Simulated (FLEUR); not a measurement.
Runs of FLEUR MaX-R8.1 (patched build s14) on KBr. All rows change the cell; the cell of one of them follows. Symmetry: Fm-3m, No. 225, cubic system. Conventional cell: a = 7.110 Å, b = 7.110 Å, c = 7.110 Å, α = 90.00°, β = 90.00°, γ = 90.00°. Br (site symmetry m-3m) has 6 K at 3.55 Å as nearest neighbours. K (site symmetry m-3m) has 6 Br at 3.55 Å as nearest neighbours. 

```tsv
task	level	spin	cell	k mesh	smearing	inpgen profile	gmax	lmax	max iterations	kmax	other keys	gap on the mesh (eV)	moment (μB)
single point	LDA	off	volume scaled by 1.25	7 × 7 × 7	fermi-dirac 0.02 eV	fastHighL	11.8 1/bohr	Br 11, K 11	60	3.8 1/bohr	-	(a)	-
single point	Wu-Cohen GGA	collinear, ferromagnetic start	cell strained at random at fixed volume	5 × 5 × 5	fermi-dirac 0.05 eV	fast	20 1/bohr	Br 7, K 7	60	4 1/bohr	-	4.29	0.00
band structure	RPBE	collinear, ferromagnetic start	cell strained at random at fixed volume	5 × 5 × 5	fermi-dirac 0.1 eV	fastHighL	11.8 1/bohr	Br 11, K 11	60	3.8 1/bohr	-	5.02	0.00
single point	LDA	off	cell strained at random at fixed volume	5 × 5 × 5	fermi-dirac 0.1 eV	fast	20 1/bohr	Br 7, K 7	60	4 1/bohr	-	4.01	-
band structure	revPBE	collinear, ferromagnetic start	cell squeezed	7 × 7 × 7	fermi-dirac 0.05 eV	fastHighL	14.3 1/bohr	Br 11, K 11	80	4.6 1/bohr	Kmax = 4.6	4.95	0.00
band structure	LDA	collinear, ferromagnetic start	cell strained at random at fixed volume	5 × 5 × 5	fermi-dirac 0.1 eV	moderate	22.5 1/bohr	Br 10, K 10	60	4.5 1/bohr	-	3.99	0.00
```

Alike in all rows: potentials or basis all-electron, FLAPW.

Question: Estimate the missing entries.

Answer: (a) 3.55.

Caveats: an odd mesh through Γ misses points on the zone boundary, where band edges often lie (some runs).

A k mesh can miss the band edges, and the runs leave out spin-orbit coupling on Br.

Runs at the PBE level aren't shown here.
